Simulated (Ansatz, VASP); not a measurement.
Zr in VASP and in Ansatz

```
Zr
1.0
     4.92746    0.00000    0.00000
    -2.46373    4.26731    0.00000
     0.00000    0.00000    3.07887
Zr
3
Direct
  0.00000 0.00000 0.00000
  0.33333 0.66667 0.50000
  0.66667 0.33333 0.50000
```

Alike in both runs: task single point; functional LDA; k mesh 8 × 8 × 12; occupations fermi-dirac, width 0.1 eV; no spin polarisation.

|  | VASP | Ansatz |
| --- | --- | --- |
| version | VASP 6.6.1 | Ansatz 0.2.0 |
| potentials or method | VASP PAW LDA potentials, release 64 (Zr_sv) | plane waves (420 eV) with PAW, scalar-relativistic |
| plane-wave cutoff (eV) | 520 | 420 |
| valence electrons in the cell | 36 | 36 |

```csv
,VASP,Ansatz,Ansatz less VASP
pressure (GPa),0.1,0.0,-0.13
```

Ansatz warned: «pseudo_functional_mismatch».
